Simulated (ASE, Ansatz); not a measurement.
**Convergence of a linear-scaling basis for C(110) slab, H on both faces (210 atoms)**

Aim: test how closely localised support functions follow the reference on C(110) slab, H on both faces (210 atoms), and at what cost. A setting counts as converged where the r.m.s. difference of forces stays under 1 % of the r.m.s. force.

Main program and level: Ansatz 0.2.0; Kohn-Sham DFT, PBEsol, PAW (set soft_2), plane waves.

### Step 1. The starting structure

The cell holds 210 atoms: 150 C and 60 H. Its edges and angles: a = 12.611 Å, b = 10.701 Å, c = 16.824 Å, α = 90.0°, β = 90.0°, γ = 90.0°. It derives from C (diamond-structure). Diamond-structure C (a = 3.567 Å), (110) slab of 5 atomic planes, 5 x 3 surface cells, H on the broken bonds of both faces, 10 Å of vacuum; displaced by a Gaussian of 0.02 Å. Regions: slab, 150 atoms (150 C); hydrogen, 60 atoms (60 H). Vacuum lies along c.

What the set-up can't give: Beside vacuum, support functions can miss their usual error bounds without a warning. The Brillouin zone is sampled at Γ only, in a cell whose shortest periodic width is 11 Å.

### Step 2. Plane-wave single point

This run is the reference for what follows, at a cutoff of 420 eV.

Contents of input.yaml:

```yaml
crystal:
  lattice:
    - [12.61125, 0.0, 0.0]
    - [0.0, 10.701, 0.0]
    - [0.0, 0.0, 16.82446]
  atoms:
    - { symbol: C, position: [0.90005, 0.16548, 0.34901] }
    - { symbol: C, position: [0.00114, 0.08398, 0.35019] }
    - { symbol: C, position: [0.99968, 0.99988, 0.42574] }
    - { symbol: C, position: [0.90261, 0.25105, 0.42522] }
    - { symbol: C, position: [0.89751, 0.16807, 0.50141] }
    - { symbol: C, position: [0.9995, 0.08571, 0.50029] }
    - { symbol: C, position: [0.99882, 0.00189, 0.57494] }
    - { symbol: C, position: [0.89947, 0.24786, 0.57636] }
    - { symbol: C, position: [0.9011, 0.16902, 0.6503] }
    - { symbol: C, position: [0.00054, 0.08319, 0.64943] }
    - { symbol: C, position: [0.10044, 0.16602, 0.35211] }
    - { symbol: C, position: [0.1997, 0.08534, 0.35041] }
    - { symbol: C, position: [0.19938, 0.00174, 0.42562] }
    - { symbol: C, position: [0.10172, 0.24752, 0.4232] }
    - { symbol: C, position: [0.10173, 0.17061, 0.50148] }
    - { symbol: C, position: [0.19924, 0.08455, 0.49981] }
    - { symbol: C, position: [0.20268, 0.99958, 0.57535] }
    - { symbol: C, position: [0.10078, 0.25413, 0.57634] }
    - { symbol: C, position: [0.09857, 0.16814, 0.65147] }
    - { symbol: C, position: [0.2018, 0.08391, 0.64821] }
    - { symbol: C, position: [0.89991, 0.50073, 0.35003] }
    - { symbol: C, position: [0.00129, 0.41677, 0.34951] }
    - { symbol: C, position: [0.99913, 0.33191, 0.42428] }
    - { symbol: C, position: [0.90123, 0.58673, 0.42378] }
    - { symbol: C, position: [0.90258, 0.49776, 0.49838] }
    - { symbol: C, position: [0.99846, 0.41801, 0.49932] }
    - { symbol: C, position: [0.00248, 0.33866, 0.57518] }
    - { symbol: C, position: [0.90075, 0.58478, 0.57795] }
    - { symbol: C, position: [0.89813, 0.49636, 0.64879] }
    - { symbol: C, position: [0.99788, 0.41842, 0.65088] }
    - { symbol: C, position: [0.30266, 0.16652, 0.34952] }
    - { symbol: C, position: [0.39956, 0.08321, 0.35099] }
    [... 172 atom lines left out ...]
    - { symbol: H, position: [0.50207, 0.89303, 0.70335] }
    - { symbol: H, position: [0.59844, 0.69289, 0.70405] }
    - { symbol: H, position: [0.70366, 0.89464, 0.30031] }
    - { symbol: H, position: [0.8003, 0.69693, 0.29542] }
    - { symbol: H, position: [0.70117, 0.89073, 0.70266] }
    - { symbol: H, position: [0.80016, 0.69525, 0.70139] }
kpoints:
  mp_grid: { grid: [1, 1, 1] }
hamiltonian:
  xc: pbesol
scf:
  occupations: { method: fixed }
output:
  forces: true
  populations: true
  dos:
    method: { smearing: { sigma: 0.08 } }
    de: 0.1
    projected:
      site_lists:
        C: [C]
        H: [H]
        hydrogen: [150, 151, 152, 153, 154, 155, 156, 157, 158, 159, 160, 161, 162, 163, 164, 165, 166, 167, 168, 169, 170, 171, 172, 173, 174, 175, 176, 177, 178, 179, 180, 181, 182, 183, 184, 185, 186, 187, 188, 189, 190, 191, 192, 193, 194, 195, 196, 197, 198, 199, 200, 201, 202, 203, 204, 205, 206, 207, 208, 209]
  eigenvalues: true
  write_density: true
  write_potential: true
  volumetric_format: npy
```

Launch:

```console
$ ansatz run input.yaml --threads 8 --pin off --max-ram 15872MiB --backend cpu --events-out ev --progress --plain --runs-dir out
```

Numbers of over 12 decimals in the logs are rounded to 6 here.

Output:

```text
Engine: ansatz 0.2.0, aarch64-unknown-linux-gnu
Pseudopotentials: kind: paw
Pseudopotential: C, paw, valence charge 4, recommended cutoff 420 eV (normal), C.paw.azcp
Pseudopotential: H, paw, valence charge 1, recommended cutoff 420 eV (normal), H.paw.azcp
[... 3 lines on functional and potentials left out ...]
Crystal: 210 atoms, lattice volume = 2270.511 Å³
Basis set: ecut = 420 eV, 44373 PW (Γ), exchange–correlation on 180×144×240 points (8 copies of the dense FFT grid, shifted against one another)
Bands: 540, of which v1, the nominal top of the filled ones, is band 330 counted from 1 (329 counted from 0)
Symmetry: 1 space group operations
Space group: P1 (ITA 1), of the structure as read, at distance tolerance 1.3e-4 Å
k-points: 1
[... 6 lines on functional and potentials left out ...]
Initial density: superposition of atomic densities (neutral atoms: chi_scale 0, normalization atom), corrected by the library's trained network
Initial wavefunctions: pseudopotential atomic-orbital guess
Functional: x = pbesol(κ = 0.804, μ = 0.123457), c = pbesol(β = 0.046)
SCF iter   1: F=—  HF=-37943.913757 eV  |F-HF|=—  |Δ(HF+E_count)|=         —  Δρ=4.99e-3  dr2=1.49e0  ethr=1.77e-3  ⟨swp⟩=5.0  Hψ=2272  notcnv=0  defer=207
preconditioner: auto → Resta (q_TF=auto, 2.221 Å⁻¹)  ε∞=2.5  [insulator: Δε(μ)=2.512 eV  Ē_g=16.113 eV  n_scr=432 (ndim 8)  ℏωp=20.0 eV  f_vac=0.472  ε∞_Penn≈2.5  vacuum switching on, ρ_ref=1.9e-2 e/Å³]
SCF iter   2: F=—  HF=-37943.658291 eV  |F-HF|=—  |Δ(HF+E_count)|=   2.55e-1  Δρ=3.21e-3  dr2=2.11e-1  ethr=2.26e-4  ⟨swp⟩=2.0  Hψ=656  notcnv=0  defer=208
SCF iter   3: F=—  HF=-37943.656095 eV  |F-HF|=—  |Δ(HF+E_count)|=   2.20e-3  Δρ=9.43e-4  dr2=2.85e-2  ethr=3.20e-5  ⟨swp⟩=4.0  Hψ=672  notcnv=0  defer=208
SCF iter   4: F=—  HF=-37943.659711 eV  |F-HF|=—  |Δ(HF+E_count)|=   3.62e-3  Δρ=2.15e-4  dr2=1.16e-3  ethr=4.31e-6  ⟨swp⟩=4.0  Hψ=552  notcnv=0  defer=208
SCF iter   5: F=—  HF=-37943.660696 eV  |F-HF|=—  |Δ(HF+E_count)|=   9.85e-4  Δρ=8.96e-5  dr2=1.98e-4  ethr=1.76e-7  ⟨swp⟩=3.0  Hψ=666  notcnv=0  defer=208
SCF iter   6: F=—  HF=-37943.660819 eV  |F-HF|=—  |Δ(HF+E_count)|=   1.23e-4  Δρ=2.46e-5  dr2=1.26e-5  ethr=2.99e-8  ⟨swp⟩=3.0  Hψ=661  notcnv=0  defer=208
SCF iter   7: F=—  HF=-37943.662224 eV  |F-HF|=—  |Δ(HF+E_count)|=   1.41e-3  Δρ=6.51e-6  dr2=9.59e-7  ethr=1.91e-9  ⟨swp⟩=2.0  Hψ=870  notcnv=0  defer=206
SCF iter   8: F=-37943.662224 eV  HF=-37943.662224 eV  |F-HF|=5.52e-8  |Δ(HF+E_count)|=   7.62e-8  Δρ=1.76e-6  dr2=3.89e-8  ethr=1.52e-11  ⟨swp⟩=34.0  Hψ=7259  notcnv=0
SCF 1 converged in 8 iterations: F = -37943.662224 eV  dr2 = 3.89e-8
  greatest PAW one-centre occupation: 0.656 electrons in one spin orbital (limit 2), on the C atom at site 110 (counted from 0), in its partial waves of l = 0
WARN: The output density's exchange-correlation potential varies sharply where the density is thin. Do not read a vacuum level from v_tot or v_xc, or from such a field of the output density. On a cell that repeats whose density bears no net charge and no dipole along the vacuum's axis use v_es (v_loc + v_h of the components); [...]
SCF converged after 8 iterations
Free energy (F): -37943.662224 eV
Harris-Foulkes:  -37943.662224 eV  (|F-HF|=5.52e-8)
Internal energy: -37943.662224 eV  (E = F + TS)
E sigma→0 (E₀):  -37943.662224 eV
Fermi energy:    3.299483 eV
--- Per-component energies (eV) ---
  E_band       = -3451.938602
  E_kinetic    = 14647.444256
  E_local      = -290612.233531  (includes V_loc(G=0)·N_el)
  E_nonlocal   = 4118.892283
  E_hartree    = 139589.825399
  E_xc         = -7784.409498
  E_vxc        = -9720.841263  (∫ρ·V_xc dr)
  E_paw        = -14337.689019  (= ΣΔE_a)
  E_vpaw       = -1064.733212  (= ΣTr[D̂ρ^β])
  E_aug_tail   = -0.080423  (compensation charges beyond the density's cutoff)
  E_ewald      = 116431.423233
  E_core_change = 3.165076  (= ΣΔE_core)
  E_smearing   = -0.000000  (= −TS)
  E_closure    = -0.000000  (closes the sum)
  Σ components = -37943.662224   (vs F -37943.662224, Δ=0.00e0)
--- Forces (eV/Å), atoms counted from 1 ---
  atom   1  C      0.42036339    -0.82908877     2.40399192
  atom   2  C     -0.73235112     0.45062841     0.41146468
  atom   3  C      0.43467765     0.62268401    -0.34284633
  atom   4  C     -2.12337644    -0.77218050    -0.29489612
  atom   5  C      1.25677040    -0.57246403    -0.85268063
  atom   6  C      0.16975290    -0.09544952     0.28125574
  atom   7  C     -0.21593808    -0.06985948     0.29530575
  atom   8  C      0.60678077     1.64848897    -0.52867447
  atom   9  C     -0.47591735    -2.60287709    -0.84110480
  atom  10  C     -0.41913484     2.41057314    -0.49744983
  atom  11  C      0.07722178    -1.49236215    -0.58543513
  atom  12  C      0.53531038     0.39663740     0.60255902
  atom  13  C      0.13259481    -0.90208940    -1.01792167
  atom  14  C     -0.51264817     1.66473465     2.02010039
[...]
atom 209  H     -0.08217936     0.91897635     1.28981271
  atom 210  H     -0.00397988    -1.83766427     2.88556238
  max |Σ_I F_I| component: 9.43e-5 eV/Å
--- Band table (eV) ---
  k-point 0: bands = ["-17.3910", "-16.6732", "-16.6456", "-16.3849", [... 524 levels ...], "12.8025", "12.8203", "12.8291", "12.8459", "12.8619", "12.8785", "12.9163", "12.9347", "12.9739", "13.1193", "13.1933", "13.2068"]
--- Löwdin populations: 210 sites ---
  site symbol       q [e]
     0      C      4.1330
     1      C      4.1206
     2      C      3.9826
[...]
209      H      0.8171
  spilling = 0.004821 (of n_electrons = 660.000000)
```

Run time: 32 s. Hardware: 8 threads of Arm Neoverse V2, shared host; peak memory 3.2 GiB; 4.1 min of CPU time.

The column dr2 measures how far the density is from self-consistency, as an energy; F and HF (Harris–Foulkes) agree once it is small.

The program notes that the exchange-correlation potential is rough where the density is thin.

The run gave:

```yaml
free_energy: -37943.6622 eV
free_energy_per_atom: -180.6841 eV/atom
scf_cycles: 8
r_m_s_force_component: 1.03 eV/Å
longest_force: 5.691 eV/Å
fermi_energy: 3.299 eV
spacing_of_highest_filled_and_lowest_empty_level: 2.147 eV
potential_in_mid_vacuum_over_the_fermi_level: 3.159 eV
potential_4p5_a_over_the_upper_face: 3.162 eV
potential_4p5_a_under_the_lower_face: 3.159 eV
spilling_of_the_projection: 0.004821
```

Length of the force by element:

```
element  coordination  atoms  mean length of the force (eV/Å)  spread  least  most
      C           all    150                             1.78   0.887  0.213  5.69
      H           all     60                            0.884   0.654  0.161  3.42
```

Löwdin charges by element (they lack the spilled electrons, 0.015 e an atom on average):

```
element  coordination  atoms  mean charge (e)  spread   least   most
      C           all    150          -0.0406  0.0698  -0.148  0.022
      H           all     60            0.154  0.0118   0.118  0.183
```

By region:

```
  region  atoms  mean length of the force (eV/Å)
    slab    150                             1.78
hydrogen     60                            0.884
```

Density of states as counts of states in windows of 1 eV (from the Fermi level), total and the larger projections:

```
from (eV)  to (eV)  total   C p  C s  H s  hydrogen
      -10       -9   35.3  22.9  8.6  3.4       3.4
       -9       -8   47.3  36.0  6.3  4.7       4.7
       -8       -7   28.0  23.4  2.1  2.3       2.3
       -7       -6   66.5  52.3  6.2  7.7       7.7
       -6       -5   69.1  58.8  4.0  6.0       6.0
       -5       -4   61.4  54.6  2.2  4.5       4.5
       -4       -3   60.4  53.5  1.3  5.5       5.5
       -3       -2   36.3  33.6  0.6  2.0       2.0
       -2       -1   24.2  22.4  0.3  1.4       1.4
       -1        0    5.6   5.0  0.0  0.5       0.5
        0        1    1.5   1.5  0.0  0.0       0.0
        1        2    0.0   0.0  0.0  0.0       0.0
        2        3    7.4   0.8  0.7  1.7       1.7
        3        4   13.2   1.7  1.2  3.0       3.0
        4        5   32.1   5.9  5.1  5.5       5.5
```

The curve was stored every 0.10 eV, coarse against its broadening of 0.08 eV, so these counts are rough.

With fixed occupations the program's Fermi level is the highest filled level; weight inside the gap is the broadening of levels at its edges.

Between -21 and -10 eV lie 224 more states.

The levels nearest the highest filled one (over half full), pooled over k-points and spins:

```
level less the highest filled one (eV)  occupation
                                 -1.23           2
                                 -1.07           2
                                 -1.03           2
                                 -1.02           2
                                -0.645           2
                                     0           2
                                  2.15           0
                                  2.50           0
                                  2.89           0
                                  2.91           0
                                  3.23           0
                                  3.25           0
```

Planar average of the electrostatic potential energy along the normal, with the Fermi level as zero, after a running mean with a triangular window 4 Å wide at its base:

```
height (Å)  potential energy (eV)
       0.0                   3.16
       0.4                   3.16
       1.0                   3.16
       1.4                   3.16
       2.0                   3.15
       2.4                   3.13
       2.8                   3.05
       3.4                   2.57
       3.8                   1.72
       4.3                  -0.44
       4.8                  -2.50
       5.2                  -4.82
       5.7                  -7.88
       6.2                  -9.25
       6.7                 -10.44
       7.2                 -10.94
       7.6                 -10.77
       8.1                 -10.88
       8.6                 -10.96
       9.1                 -10.69
       9.5                 -10.92
      10.0                 -10.69
      10.5                  -9.56
      10.9                  -8.45
      11.5                  -5.61
      11.9                  -3.22
      12.3                  -1.07
      12.9                   1.30
      13.3                   2.36
      13.9                   2.98
      14.3                   3.12
      14.7                   3.15
      15.3                   3.16
      15.7                   3.16
      16.3                   3.16
      16.7                   3.16
```

Electrostatic potential energy in the cb plane at fractional x = 0.001, with atoms of C and H within 0.2 Å of it. With pseudopotentials it is smooth inside the atoms' cores, unlike the true potential.

Ten even steps from '0' (-59 eV) to '9' (7 eV), each cell a mean:
```
9999999999999999999831589985248999999999999999999
9999999999999999999988899998889999999999999999999
9999999999999999999999999999999999999999999999999
9999999999999999989999998899999989999999999999999
9999999999999999635899974479998536999999999999999
9999999999999998200698840048897001799999999999999
9999999999999964413754662266357314459999999999999
9999999999999954888600288882006888559999999999999
9999999999999999999732589985237999999999999999999
9999999999999999999987899998889999999999999999999
9999999999999999999999999999999999999999999999999
9999999999999999988999998899999889999999999999999
9999999999999999635899973379998536899999999999999
9999999999999997100698840048886001799999999999999
9999999999999964423754662265247425459999999999999
9999999999999964888600288882006888559999999999999
9999999999999999999731589985348999999999999999999
9999999999999999999988999999899999999999999999999
9999999999999999999999999999999999999999999999999
9999999999999999989999998899999989999999999999999
9999999999999999635899973379998536999999999999999
9999999999999997200688840048886002799999999999999
9999999999999954523753663366346324459999999999999
9999999999999955888600178872006888459999999999999
```
Columns run along c (16.8 Å; values clipped at the 3rd and 97th percentile), rows up along b (10.7 Å). Atoms in or near the plane, at fractional coordinates: C at (0.35, 0.08), C at (0.43, 0.00), C at (0.50, 0.09), C at (0.57, 0.00), C at (0.65, 0.08), C at (0.35, 0.42), C at (0.42, 0.33), C at (0.50, 0.42), C at (0.58, 0.34), C at (0.65, 0.42), C at (0.35, 0.75), C at (0.42, 0.67), C at (0.50, 0.75), C at (0.58, 0.67) and more.

Valence density in the cb plane at fractional x = 0.001, with atoms of C and H within 0.2 Å of it. It is the smooth field of the valence electrons, not physical close to the nuclei.

Ten even steps from '0' (0.0 e/Å³) to '9' (2.0 e/Å³), each cell a mean:
```
0000000000000000001367521125763100000000000000000
0000000000000000000123210012321000000000000000000
0000000000000000000011100000110000000000000000000
0000000000000000122100012210001221000000000000000
0000000000000002475210136631012574200000000000000
0000000000000014898522369963235898520000000000000
0000000000000148988766788887777889951000000000000
0000000000000046433689853358986333530000000000000
0000000000000011101368521125763100100000000000000
0000000000000000000133210012331000000000000000000
0000000000000000000011000000110000000000000000000
0000000000000000122100012210001221000000000000000
0000000000000002465210136631012574200000000000000
0000000000000014898522369963235898420000000000000
0000000000000049987777777788778778851000000000000
0000000000000036434689853358986333541000000000000
0000000000000001111378521125763101110000000000000
0000000000000000000123210011221000000000000000000
0000000000000000000011000000100000000000000000000
0000000000000000122100012210001221000000000000000
0000000000000002475210136631012574100000000000000
0000000000000024898532379974336898420000000000000
0000000000000158877776777777778888941000000000000
0000000000000146333689853358996434640000000000000
```
Columns run along c (16.8 Å), rows up along b (10.7 Å). Atoms in or near the plane, at fractional coordinates: C at (0.35, 0.08), C at (0.43, 0.00), C at (0.50, 0.09), C at (0.57, 0.00), C at (0.65, 0.08), C at (0.35, 0.42), C at (0.42, 0.33), C at (0.50, 0.42), C at (0.58, 0.34), C at (0.65, 0.42), C at (0.35, 0.75), C at (0.42, 0.67), C at (0.50, 0.75), C at (0.58, 0.67) and more.

Mean Löwdin charges: C -0.04, H +0.15 e (they miss 0.48 % of the electrons, so they add up to more than the cell's charge). Charges this small depend on the projection, at times even in sign. The potential stands 3.16 eV above the highest filled level over the upper face and 3.16 eV under the lower one, a reading of the ionisation potential at this level on the run's k-points.

(Part 1 of 2 ends here.)

[Logs are printed without paths, hosts, clocks, repeated set-up lines and the standing remarks that a program may print on its own settings, such as how far it seeks lower states.]

[Hosts, paths, dates, database ids (printed as entryN), source tags and the programs' standing remarks are cut or masked in the printed files.]
